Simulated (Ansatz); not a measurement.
A run of Ansatz 0.2.0:

The input input.yaml:

```yaml
crystal:
  lattice:
    - [-1.805, 1.805, 1.805]
    - [1.805, -1.805, 1.805]
    - [1.805, 1.805, -1.805]
  atoms:
    - { symbol: Hf, position: [0.0, 0.0, 0.0] }
hamiltonian:
  xc: pbesol
  pseudopotentials: { kind: paw }
kpoints:
  mp_grid: { grid: [10, 10, 10] }
scf:
  occupations: { method: fermi_dirac, width: 0.05 }
phonons:
  method: dfpt
  qmesh: [2, 2, 2]
  temperatures: { t_max: 1000, t_step: 100 }
  qpath:
    path:
      - [[0.0, 0.0, 0.0], [0.5, -0.5, 0.5], [0.0, 0.0, 0.5], [0.0, 0.0, 0.0], [0.25, 0.25, 0.25], [0.5, -0.5, 0.5]]
      - [[0.25, 0.25, 0.25], [0.0, 0.0, 0.5]]
    npoints: 8
```

Potentials or basis: Ansatz PAW.

Launch:

```bash
$ ansatz run input.yaml --threads 2 --pin off --max-ram 5632MiB --backend cpu --events-out ev --progress --plain --runs-dir out
```

Hardware: 2 threads of AMD EPYC 7R43 64-Core Processor (Zen 3), with other jobs on the host.

Q: Estimate the wall time of this run.

A: It took 15 s on 2 threads of AMD EPYC 7R43 64-Core Processor (Zen 3), with other jobs on the host, peak memory 0.72 GiB. Counts: scf iterations 9, plane waves 459, k points 47, bands 17.
